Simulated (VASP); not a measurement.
# From VASP inputs to Ansatz: LiCl (distorted rocksalt)

INCAR

```
IBRION = -1
GGA = PE
LASPH = .TRUE.
NSW = 0
NELM = 120
SIGMA = 0.02
ISMEAR = -1
LCHARG = .FALSE.
ISIF = 2
LWAVE = .FALSE.
NBANDS = 12
ENCUT = 520
LREAL = .FALSE.
EDIFF = 1E-7
PREC = Accurate
```

KPOINTS

```
KPOINTS created by Atomic Simulation Environment
0
Gamma
8 8 8
0 0 0
```

POSCAR

```
Li Cl
 1.0000000000000000
     0.0316000000000000    2.5754999999999999    2.5768000000000000
     2.5966999999999998   -0.0499000000000000    2.6583000000000001
     2.5632999999999999    2.6236000000000002   -0.0166000000000000
 Li  Cl
   1   1
Cartesian
  2.6452840499999999  2.6918104600000001  0.1658292900000000
  2.5743377199999995  2.5372149999999998  2.5319911799999999
```

VASP ran with the recommended PBE PAW datasets (10 valence electrons in the cell).

Question: Translate these files to an Ansatz input.

Answer: 

```yaml
crystal:
  lattice:
    - [0.0316, 2.5755, 2.5768]
    - [2.5967, -0.0499, 2.6583]
    - [2.5633, 2.6236, -0.0166]
  atoms:
    - { symbol: Li, position: [0.0329, 0.0367, 0.9944] }
    - { symbol: Cl, position: [0.4818, 0.4886, 0.5034] }
kpoints:
  mp_grid: { grid: [8, 8, 8] }
hamiltonian:
  xc: pbe
scf:
  occupations: { method: fermi_dirac, width: 0.02 }
  n_extra_bands: 4
output:
  forces: true
  stress: true
  eigenvalues: true
```

Other inputs would serve too.

```csv
,VASP,Ansatz
gap between bands v and c on the k mesh,5.94 eV,5.93 eV
least direct gap on the k mesh,5.94 eV,5.93 eV
pressure,-0.2 GPa,-0.1 GPa
largest force,0.17 eV/Å,0.17 eV/Å
```

Datasets and cutoffs are each program's own. VASP's cell holds 10 valence electrons and Ansatz's 10. Ansatz's stress includes a Pulay correction; VASP's doesn't.
